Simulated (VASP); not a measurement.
A run of VASP 6.6.1 is set up as follows.

The input INCAR:

```
PREC = Accurate
ENCUT = 520
EDIFF = 1E-7
ISMEAR = 0
SIGMA = 0.1
LREAL = False
LASPH = True
NELM = 100
ALGO = Fast
ISIF = 2
LWAVE = False
LCHARG = False
GGA = PE
```

Contents of KPOINTS:

```
regular mesh
0
Gamma
  18 18 18
```

Contents of POSCAR:

```
Ir                                      
1.0
    0.0000000000      1.9361735123      1.9361735123
    1.9361735123      0.0000000000      1.9361735123
    1.9361735123      1.9361735123      0.0000000000
  Ir            
     1
Direct
     0.0000000000000000    0.0000000000000000    0.0000000000000000
```

Potentials or basis: VASP PAW PBE potentials, release 64 (Ir).

Run with:

```sh
$ cat potpaw_PBE.64/Ir/POTCAR > POTCAR
$ mpirun -np 1 vasp_std > vasp.out
```

What does it give for the band gap on the k mesh?

None (metal or under the smearing width).

Estimate the pressure.

0.0 GPa.

The run has no spin-orbit coupling, so splittings on Ir are missing.
